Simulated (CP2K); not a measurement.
## ZnS: single point with PBE

**The experiment to reproduce.**

From “Electronic, vibrational, and thermodynamic properties of ZnS (zincblende and rocksalt structure)”, 2009, arxiv:0911.5022, for a bulk crystal of ZnS at 19 K: band gap 3.85 eV (direct).

The system is ZnS.

```xyz
2
Lattice="3.8212 0.0000 0.0000 1.9106 3.3093 0.0000 1.9106 1.1031 3.1200" Properties=species:S:1:pos:R:3 pbc="T T T"
Zn    5.7318    3.3093    2.3400
S     0.0000    0.0000    0.0000
```

```json
{"Program": "CP2K 2026.2", "Task": "single point", "Functional": "PBE", "Potentials or basis": "POTENTIAL_UZH Zn GTH-PBE-q12, S GTH-PBE-q6; TZVP-MOLOPT-PBE-GTH basis", "Density cutoff": "6123 eV", "k mesh": "9 × 9 × 9", "Occupations": "fermi-dirac, width 0.05 eV", "Spin": "no spin polarisation"}
```

* Pressure: 2.0 GPa
* Band gap on the k mesh: 2.07 eV, direct
* Mulliken charges: Zn +0.40; S -0.40 e
* Hirshfeld charges: Zn +0.24; S -0.24 e

Levels at points of the mesh, in eV from the valence-band top:
```tsv
k point	band 5	band 6	band 7	band 8	band 9	band 10	band 11	band 12	band 13	band 14
(0.00, 0.00, 0.00)	-5.90	-5.90	0.00	0.00	0.00	2.07	6.41	6.41	6.41	12.93
```

It took 85 s on 1 thread of Arm Neoverse V1, on a shared host, peak memory 0.34 GiB.

Against the measured gap of ZnS, 3.85 eV (direct; 19 K; quoted in “Electronic, vibrational, and thermodynamic properties of ZnS (zincblende and rocksalt structure)”, 2009, arxiv:0911.5022), the calculated 2.07 eV is off by -1.78 eV. The value is that of PBE in an atomic basis (POTENTIAL_UZH Zn GTH-PBE-q12, S GTH-PBE-q6; TZVP-MOLOPT-PBE-GTH basis), whose error adds to the functional's,, without temperature or zero-point motion. Semilocal functionals fall short of measured gaps as a rule.

Caveat: Mulliken charges move with the basis; the basis of atomic orbitals isn't converged, which shifts pressures, moduli and gaps.
